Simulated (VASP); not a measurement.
# SiC (F-43m) in VASP: further runs

Runs on SiC. Level: PBE. Tasks: relaxation of cell and atoms.

Everything below comes from runs of VASP 6.6.1. Logs are shortened: lines on timing, memory, paths and dates and some standing lists are left out, and cuts for length are marked.

## (1) The structure

The structure is cubic, space group F-43m (No. 216). The conventional cell has a = 4.358 Å, b = 4.358 Å, c = 4.358 Å, α = 90.00°, β = 90.00°, γ = 90.00°. Si (site symmetry -43m) is surrounded by 4 C at 1.89 Å. C (site symmetry -43m) has 4 Si at 1.89 Å as nearest neighbours.

## (2) Relaxation of cell and atoms, PBE

Contents of INCAR:

```
SYSTEM = SiC
PREC = Accurate
ENCUT = 520
EDIFF = 1E-7
ISMEAR = 0
SIGMA = 0.02
LREAL = .FALSE.
LASPH = .TRUE.
NELM = 100
ALGO = Fast
ISIF = 3
LWAVE = .FALSE.
LCHARG = .FALSE.
GGA = PE
IBRION = 2
NSW = 80
EDIFFG = -0.002
KPAR = 4
```

Contents of KPOINTS:

```
regular mesh
0
G
  12 12 12
  0 0 0
```

Contents of POSCAR:

```
SiC
1.0
    0.0000000000      2.1790000000      2.1790000000
    2.1790000000      0.0000000000      2.1790000000
    2.1790000000      2.1790000000      0.0000000000
Si C
1 1
Direct
    0.0000000000      0.0000000000      0.0000000000
    0.2500000000      0.2500000000      0.2500000000
```

Potentials or basis: VASP PAW PBE potentials, release 64 (Si, C).

Command:

```sh
$ cat potpaw_PBE.64/Si/POTCAR potpaw_PBE.64/C/POTCAR > POTCAR
$ mpirun -np 4 vasp_std > vasp.out
```

OUTCAR:

```text
SYSTEM = SiC
   PREC = Accurate
   ENCUT = 520
   EDIFF = 1E-7
   ISMEAR = 0
   LREAL = .FALSE.
   LASPH = .TRUE.
   NELM = 100
   ISIF = 3
   GGA = PE
   IBRION = 2
   NSW = 80
   EDIFFG = -0.002

 ion  position               nearest neighbor table
   1  0.000  0.000  0.000-   2 1.89   2 1.89   2 1.89   2 1.89
   2  0.250  0.250  0.250-   1 1.89   1 1.89   1 1.89   1 1.89

  LATTYP: Found a face centered cubic cell.
 ALAT       =     4.3580000000

  Lattice vectors:

 A1 = (   0.0000000000,   2.1790000000,   2.1790000000)
 A2 = (   2.1790000000,   0.0000000000,   2.1790000000)
 A3 = (   2.1790000000,   2.1790000000,   0.0000000000)

Analysis of symmetry for initial positions (statically):
=====================================================================
 Subroutine PRICEL returns:
 Original cell was already a primitive cell.

 Routine SETGRP: Setting up the symmetry group for a
 face centered cubic supercell.

 Subroutine GETGRP returns: Found 24 space group operations
 (whereof 24 operations were pure point group operations)
 out of a pool of 48 trial point group operations.

The static configuration has the point symmetry T_d .

Analysis of symmetry for dynamics (positions and initial velocities):
=====================================================================
 Subroutine PRICEL returns:
 Original cell was already a primitive cell.

 Routine SETGRP: Setting up the symmetry group for a
 face centered cubic supercell.

 Subroutine GETGRP returns: Found 24 space group operations
 (whereof 24 operations were pure point group operations)
 out of a pool of 48 trial point group operations.

The dynamic configuration has the point symmetry T_d .

 Subroutine INISYM returns: Found 24 space group operations
 (whereof 24 operations are pure point group operations),
 and found     1 'primitive' translations

----------------------------------------------------------------------------------------

                                     Primitive cell

  volume of cell :      20.6920

  direct lattice vectors                    reciprocal lattice vectors
     0.000000000  2.179000000  2.179000000    -0.229463056  0.229463056  0.229463056
     2.179000000  0.000000000  2.179000000     0.229463056 -0.229463056  0.229463056
     2.179000000  2.179000000  0.000000000     0.229463056  0.229463056 -0.229463056

  length of vectors
     3.081571352  3.081571352  3.081571352     0.397441672  0.397441672  0.397441672

  position of ions in fractional coordinates (direct lattice)
     0.000000000  0.000000000  0.000000000
     0.250000000  0.250000000  0.250000000

  ion indices of the primitive-cell ions
   primitive index   ion index
                 1           1
                 2           2

----------------------------------------------------------------------------------------

 KPOINTS: regular mesh

Automatic generation of k-mesh.
 Grid dimensions read from file:
 generate k-points for:   12   12   12

 Generating k-lattice:

  Cartesian coordinates                     Fractional coordinates (reciprocal lattice)
    -0.019121921  0.019121921  0.019121921     0.083333333  0.000000000  0.000000000
     0.019121921 -0.019121921  0.019121921     0.000000000  0.083333333  0.000000000
     0.019121921  0.019121921 -0.019121921     0.000000000  0.000000000  0.083333333

  Length of vectors
     0.033120139  0.033120139  0.033120139

  Shift w.r.t. Gamma in fractional coordinates (k-lattice)
     0.000000000  0.000000000  0.000000000

 Subroutine IBZKPT returns following result:
 ===========================================

 Found     72 irreducible k-points:

 Following reciprocal coordinates:
            Coordinates               Weight
  0.000000  0.000000  0.000000      1.000000
  0.083333  0.000000  0.000000      8.000000
  0.166667  0.000000  0.000000      8.000000
  0.250000  0.000000  0.000000      8.000000
  0.333333  0.000000  0.000000      8.000000
  0.416667  0.000000  0.000000      8.000000
[... 16 lines left out ...]
  0.500000  0.166667  0.000000     24.000000
 -0.416667  0.166667  0.000000     24.000000
 [... further k-points ...]
   k-points           NKPTS =     72   k-points in BZ     NKDIM =     72   number of bands    NBANDS=      8
   number of dos      NEDOS =    301   number of ions     NIONS =      2
   total plane-waves  NPLWV =  13824
   dimension x,y,z NGX =    24 NGY =   24 NGZ =   24
   dimension x,y,z NGXF=    48 NGYF=   48 NGZF=   48
   ions per type =               1   1
   NGX,Y,Z   is equivalent  to a cutoff of  12.95, 12.95, 12.95 a.u.
   NGXF,Y,Z  is equivalent  to a cutoff of  25.90, 25.90, 25.90 a.u.
 SYSTEM =  SiC
   PREC   = accura    normal or accurate (medium, high low for compatibility)
   ISTART =      0    job   : 0-new  1-cont  2-samecut
   ICHARG =      2    charge: 1-file 2-atom 10-const
   ISPIN  =      1    spin polarized calculation?
   LNONCOLLINEAR =      F non collinear calculations
   LSORBIT =      F    spin-orbit coupling
   LASPH  =      T    aspherical Exc in radial PAW
   ENCUT  =  520.0 eV  38.22 Ry    6.18 a.u.   5.73  5.73  5.73*2*pi/ulx,y,z
   NELM   =    100;   NELMIN=  2; NELMDL= -5     # of ELM steps
   EDIFF  = 0.1E-06   stopping-criterion for ELM
   LREAL  =      F    real-space projection
   EDIFFG = -.2E-02   stopping-criterion for IOM
   NSW    =     80    number of steps for IOM
   IBRION =      2    ionic relax: 0-MD 1-quasi-New 2-CG
   NFREE  =      1    steps in history (QN), initial steepest desc. (CG)
   ISIF   =      3    stress and relaxation
   ISYM   =      2    0-nonsym 1-usesym 2-fastsym
   POTIM  = 0.5000    time-step for ionic-motion
   TEBEG  =    0.0;   TEEND  =   0.0 temperature during run
   PSTRESS=    0.0 pullay stress
   NELECT =       8.0000    total number of electrons
   NUPDOWN=      -1.0000    fix difference up-down
   EMIN   =  10.00;   EMAX   =-10.00  energy-range for DOS
   EFERMI =   0.00;   METHOD = LEGACY
   ISMEAR =     0;   SIGMA  =   0.02  broadening in eV -4-tet -1-fermi 0-gaus
   EFERMI_NEDOS =   21; number of points for ismear=-14 and -15
   IALGO  =     68    algorithm
   IMIX   =      4    mixing-type and parameters
     AMIX     =   0.40;   BMIX     =  1.00
     AMIX_MAG =   1.60;   BMIX_MAG =  1.00
  volume/ion in A,a.u.               =      10.35        69.82
  Fermi-wavevector in a.u.,A,eV,Ry     =   1.192626  2.253736 19.352338  1.422357
  Thomas-Fermi vector in A             =   2.328660
   LORBIT       =      0    0 simple, 1 ext, 2 COOP (PROOUT), +10 PAW based schemes
   GGA     = PE    functional components
   LHFCALC =     F    Hartree Fock is set to
   AEXX    =    0.0000 exact exchange contribution
   IVDW    =     0    specifies the selected vdW correction
   LEPSILON=     F    determine dielectric tensor
   LRPA    =     F    only Hartree local field effects (RPA)
 conjugate gradient relaxation of ions
 non-spin polarized calculation
 RMM-DIIS sequential band-by-band and
 Gauss-broadening in eV      SIGMA  =   0.02
  energy-cutoff  :      520.00
  volume of cell :       20.69
 maximum number of plane-waves:       568
   NGX = 11   NGY = 11   NGZ = 11

--------------------------------------- Ionic step        1  -------------------------------------------

 number of electron       8.0000001 magnetization

 Free energy of the ion-electron system (eV)
  ---------------------------------------------------
  ext. energy  EPLUGINS =         0.00000000
  ---------------------------------------------------
  free energy    TOTEN  =       -15.05784198 eV

  energy without entropy =      -15.05784198  energy(sigma->0) =      -15.05784198

------------------------ aborting loop because EDIFF is reached ----------------------------------------

  FORCE on cell =-STRESS in cart. coord.  units (eV):
  Direction    XX          YY          ZZ          XY          YZ          ZX
  --------------------------------------------------------------------------------------
  -------------------------------------------------------------------------------------
  Total        0.4146028      0.4146028      0.4146028     -0.0000000     -0.0000000      0.0000000
  in kB       32.1026704     32.1026704     32.1026704     -0.0000000     -0.0000000      0.0000000
  external PRESSURE =      32.1026704 kB  Pullay stress =       0.0000000 kB

 VOLUME and BASIS-vectors are now :
 -----------------------------------------------------------------------------
  energy-cutoff  :      520.00
  volume of cell :       20.69
      direct lattice vectors                 reciprocal lattice vectors
     0.000000000  2.179000000  2.179000000    -0.229463056  0.229463056  0.229463056
     2.179000000  0.000000000  2.179000000     0.229463056 -0.229463056  0.229463056
     2.179000000  2.179000000  0.000000000     0.229463056  0.229463056 -0.229463056
[... 37 lines left out ...]
 POSITION                                       TOTAL-FORCE (eV/Angst)
 -----------------------------------------------------------------------------------
      4.40158      4.40158      4.40158        -0.000000     -0.000000     -0.000000
      1.10040      1.10040      1.10040         0.000000      0.000000      0.000000
 -----------------------------------------------------------------------------------
    total drift:                                0.000000      0.000000      0.000000

  FREE ENERGIE OF THE ION-ELECTRON SYSTEM (eV)
  ---------------------------------------------------
  free  energy   TOTEN  =       -15.0576919969 eV

  energy  without entropy=      -15.0576919969  energy(sigma->0) =      -15.05769200

--------------------------------------- Ionic step        3  -------------------------------------------

 number of electron       8.0000001 magnetization

 Free energy of the ion-electron system (eV)
  ---------------------------------------------------
  ext. energy  EPLUGINS =         0.00000000
  ---------------------------------------------------
  free energy    TOTEN  =       -15.06086304 eV

  energy without entropy =      -15.06086304  energy(sigma->0) =      -15.06086304

 E-fermi :   8.0452     XC(G=0): -11.2921

 val. band max:        7.9427999375   @ k =   0.0000   0.0000   0.0000
 cond. band min:       9.3132928493   @ k =   0.5000   0.5000   0.0000
 fundamental gap:      1.3704929118
 Fermi energy:         8.0452387685

 k-point     1 :       0.0000    0.0000    0.0000
  band No.  band energies     occupation
      1      -7.3455      2.00000
      2       7.9428      2.00000
      3       7.9428      2.00000
      4       7.9428      2.00000
      5      14.0047      0.00000
      6      15.1487      0.00000
      7      15.1487      0.00000
      8      15.1487      0.00000

 k-point     2 :       0.0833    0.0000    0.0000
  band No.  band energies     occupation
      1      -7.2113      2.00000
      2       7.2169      2.00000
      3       7.8482      2.00000
      4       7.8482      2.00000
      5      14.2587      0.00000
      6      15.2894      0.00000
      7      15.3230      0.00000
      8      15.3230      0.00000
[... 221 lines left out ...]
 k-point    23 :       0.5000    0.1667    0.0000
  band No.  band energies     occupation
      1      -3.6895      2.00000
      2       0.2390      2.00000
      3       5.1847      2.00000
      4       6.2048      2.00000
      5      12.7382      0.00000
      6      15.6545      0.00000
      7      16.7214      0.00000
      8      18.4523      0.00000

 k-point    24 :      -0.4167    0.1667    0.0000
  band No.  band energies     occupation
      1      -3.5137      2.00000
      2       0.0051      2.00000
      3       4.8758      2.00000
      4       6.4408      2.00000
      5      13.0399      0.00000
      6      15.5608      0.00000
      7      16.4086      0.00000
      8      18.9827      0.00000

 [... further k-points ...]

------------------------ aborting loop because EDIFF is reached ----------------------------------------

  FORCE on cell =-STRESS in cart. coord.  units (eV):
  Direction    XX          YY          ZZ          XY          YZ          ZX
  --------------------------------------------------------------------------------------
  -------------------------------------------------------------------------------------
  Total        0.0002253      0.0002253      0.0002253     -0.0000000      0.0000000     -0.0000000
  in kB        0.0171938      0.0171938      0.0171938     -0.0000000      0.0000000     -0.0000000
  external PRESSURE =       0.0171938 kB  Pullay stress =       0.0000000 kB

 VOLUME and BASIS-vectors are now :
 -----------------------------------------------------------------------------
  energy-cutoff  :      520.00
  volume of cell :       21.00
      direct lattice vectors                 reciprocal lattice vectors
    -0.000000000  2.189702932  2.189702932    -0.228341476  0.228341476  0.228341476
     2.189702932 -0.000000000  2.189702932     0.228341476 -0.228341476  0.228341476
     2.189702932  2.189702932  0.000000000     0.228341476  0.228341476 -0.228341476

 POSITION                                       TOTAL-FORCE (eV/Angst)
 -----------------------------------------------------------------------------------
      0.00000      0.00000      0.00000        -0.000000     -0.000000     -0.000000
      1.09485      1.09485      1.09485         0.000000      0.000000      0.000000
 -----------------------------------------------------------------------------------
    total drift:                                0.000000      0.000000      0.000000

  FREE ENERGIE OF THE ION-ELECTRON SYSTEM (eV)
  ---------------------------------------------------
  free  energy   TOTEN  =       -15.0608630408 eV

  energy  without entropy=      -15.0608630408  energy(sigma->0) =      -15.06086304

 reached required accuracy - stopping structural energy minimisation
```

Wall time 6.5 s (4 MPI ranks of Intel Xeon Platinum 8488C (Sapphire Rapids), shared host); peak memory 0.13 GiB.

What came out:

```yaml
Free_energy: -15.0609 eV
Relaxed_volume: 10.50 Å³/atom
Relaxed_cell: a = 3.097 Å, b = 3.097 Å, c = 3.097 Å, α = 60.00°, β = 60.00°, γ = 60.00°
Space_group_after_relaxing_to_0.05_Å: F-43m (No. 216)
Energy_gained_by_relaxing: 1.5 meV/atom
Ionic_steps: 3
Pressure_after_relaxing: 0.0 GPa
Band_gap_on_the_k_mesh: 1.37 eV, indirect (least direct gap 4.53 eV)
```

Step by step:
```
step  energy change (eV)  largest force (eV/Å)  pressure (GPa)  volume (Å³)
   1              0.0000                0.0000            3.21        20.69
   2              0.0001                0.0000           -3.12        21.32
   3             -0.0030                0.0000            0.00        21.00
```

Final structure:
```
Si C
1.0
     0.00000    2.18970    2.18970
     2.18970    0.00000    2.18970
     2.18970    2.18970    0.00000
Si C
1 1
Cartesian
  0.0000 0.0000 0.0000
  1.0949 1.0949 1.0949
```

Levels at points of the mesh, in eV from the valence-band top:
```
           k point  band 1  band 2  band 3  band 4  band 5  band 6  band 7  band 8
(0.00, 0.00, 0.00)  -15.29    0.00    0.00    0.00    6.06    7.21    7.21    7.21
(0.50, 0.00, 0.00)  -11.78   -8.45   -1.05   -1.05    5.30    7.17    7.17    9.97
(0.50, 0.50, 0.00)  -10.34   -7.75   -3.16   -3.16    1.37    4.27   13.86   13.86
```

A k mesh can miss the band edges. Zero-point motion and thermal expansion aren't in these numbers.

## (3) Relaxation of cell and atoms, PBE

This run uses another cell than the first one, of 10.50 Å³/atom, 1.015 times its volume.

INCAR is that of step 2.

KPOINTS is that of step 2.

Contents of POSCAR:

```
SiC                                     
1.0
   -0.0000000000      2.1897029319      2.1897029319
    2.1897029319     -0.0000000000      2.1897029319
    2.1897029319      2.1897029319      0.0000000000
  Si              C             
     1     1
Direct
     0.0000000000000000    0.0000000000000000    0.0000000000000000
     0.2500000000000000    0.2500000000000000    0.2500000000000000
```

Potentials or basis: VASP PAW PBE potentials, release 64 (Si, C).

Command:

```sh
$ cat potpaw_PBE.64/Si/POTCAR potpaw_PBE.64/C/POTCAR > POTCAR
$ mpirun -np 4 vasp_std > vasp.out
```

Wall time 3.5 s (4 MPI ranks of Intel Xeon Platinum 8488C (Sapphire Rapids), shared host); peak memory 0.13 GiB.

Results (log left out):

| Item | Value |
| --- | --- |
| Free energy | -15.0610 eV |
| Pressure after relaxing | 0.0 GPa |
| Band gap on the k mesh | 1.37 eV, indirect (least direct gap 4.53 eV) |

Final structure:
```
Si C
1.0
     0.00000    2.18970    2.18970
     2.18970    0.00000    2.18970
     2.18970    2.18970    0.00000
Si C
1 1
Direct
  0.00000 0.00000 0.00000
  0.25000 0.25000 0.25000
```

Levels at points of the mesh, in eV from the valence-band top:
| k point | band 1 | band 2 | band 3 | band 4 | band 5 | band 6 | band 7 | band 8 |
| --- | --- | --- | --- | --- | --- | --- | --- | --- |
| (0.00, 0.00, 0.00) | -15.29 | 0.00 | 0.00 | 0.00 | 6.06 | 7.21 | 7.21 | 7.21 |
| (0.50, 0.00, 0.00) | -11.78 | -8.45 | -1.05 | -1.05 | 5.30 | 7.17 | 7.17 | 9.97 |
| (0.50, 0.50, 0.00) | -10.34 | -7.75 | -3.16 | -3.16 | 1.37 | 4.27 | 13.86 | 14.58 |

Caveat: the relaxation stopped at its first step, so nothing moved. A hybrid or GW would open this gap; PBE tends to underestimate it.
